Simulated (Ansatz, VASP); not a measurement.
One calculation of CdSe, two programs

The input INCAR:

```
SYSTEM = CdSe
PREC = Accurate
ENCUT = 520
EDIFF = 1E-6
ISMEAR = 0
SIGMA = 0.05
LREAL = .FALSE.
LASPH = .TRUE.
NELM = 60
ALGO = Normal
ISIF = 2
LWAVE = .FALSE.
LCHARG = .FALSE.
GGA = PE
NBANDS = 16
```

File KPOINTS:

```
regular mesh
0
G
  10 10 10
  0 0 0
```

File POSCAR:

```
CdSe
1.0
    0.0000000000      2.9646538694      2.9646538694
    2.9646538694      0.0000000000      2.9646538694
    2.9646538694      2.9646538694      0.0000000000
Cd Se
1 1
Direct
    0.0000000000      0.0000000000      0.0000000000
    0.7500000000      0.7500000000      0.7500000000
```

Input for Ansatz:

```yaml
crystal:
  lattice:
    - [0.0, 2.9646538694, 2.9646538694]
    - [2.9646538694, 0.0, 2.9646538694]
    - [2.9646538694, 2.9646538694, 0.0]
  atoms:
    - { symbol: Cd, position: [0.0, 0.0, 0.0] }
    - { symbol: Se, position: [0.75, 0.75, 0.75] }
basis:
  ecutwfc: 420
kpoints:
  mp_grid: { grid: [10, 10, 10] }
hamiltonian:
  xc: pbe
scf:
  occupations: { method: gaussian, width: 0.05 }
output:
  forces: true
  stress: true
  eigenvalues: true
```

Alike in both runs: task single point; functional PBE; k mesh 10 × 10 × 10; occupations gaussian, width 0.05 eV; no spin polarisation.

|  | VASP | Ansatz |
| --- | --- | --- |
| version | VASP 6.6.1 | Ansatz 0.2.0 |
| potentials or method | VASP PAW PBE potentials, release 64 (Cd, Se) | scalar-relativistic, plane waves, PAW |
| plane-wave cutoff (eV) | 520 | 420 |
| valence electrons in the cell | 18 | 36 |

|  | VASP | Ansatz | Ansatz less VASP |
| --- | --- | --- | --- |
| gap on the k mesh at the Fermi level (eV) | 0.77 | 0.76 | -0.003 |
| least direct gap on the mesh (eV) | 0.77 | 0.76 | -0.003 |
| pressure (GPa) | 8.5 | 8.0 | -0.47 |

The functional is the same, so the differences come from potentials, cutoffs and numerics. The two sets of potentials don't hold the same shells in valence.
